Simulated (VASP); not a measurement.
A run of VASP 6.6.1:

File INCAR:

```
ALGO = Normal
EDIFF = 1E-7
EDIFFG = -0.002
ENCUT = 900
GGA = PE
IBRION = 2
ISIF = 3
ISMEAR = 0
IVDW = 12
KPAR = 4
LASPH = T
LCHARG = F
LREAL = F
LWAVE = F
NELM = 80
NSW = 80
PREC = Accurate
SIGMA = 0.02
```

The input KPOINTS:

```
k-points
0
Gamma
  15 15 6
```

POSCAR

```
C                                       
1.0
    2.4641348848     -0.0000000000      0.0000000000
   -1.2320674424      2.1340034069      0.0000000000
   -0.0000000000      0.0000000000      6.6707666334
  C             
     4
Direct
     0.0000000000000000    0.0000000000000000    0.7500000000000000
     0.0000000000000000    0.0000000000000000    0.2500000000000000
     0.3333333300000021    0.6666666699999979    0.7500000000000000
     0.6666666699999979    0.3333333300000021    0.2500000000000000
```

Potentials or basis: VASP PAW PBE potentials, release 64 (C_h).

Launch:

```bash
$ cat potpaw_PBE.64/C_h/POTCAR > POTCAR
$ mpirun -np 4 vasp_std > vasp.out
```

Hardware: 4 MPI ranks on Intel(R) Xeon(R) Platinum 8488C (Sapphire Rapids), on a shared host.

**Question.** How long does it take, and how much memory?

**Answer.** It took 14 s on 4 MPI ranks on Intel(R) Xeon(R) Platinum 8488C (Sapphire Rapids) (shared host), peak memory 0.22 GiB a rank. Counts: scf iterations 13, k points 108, ion steps 1.
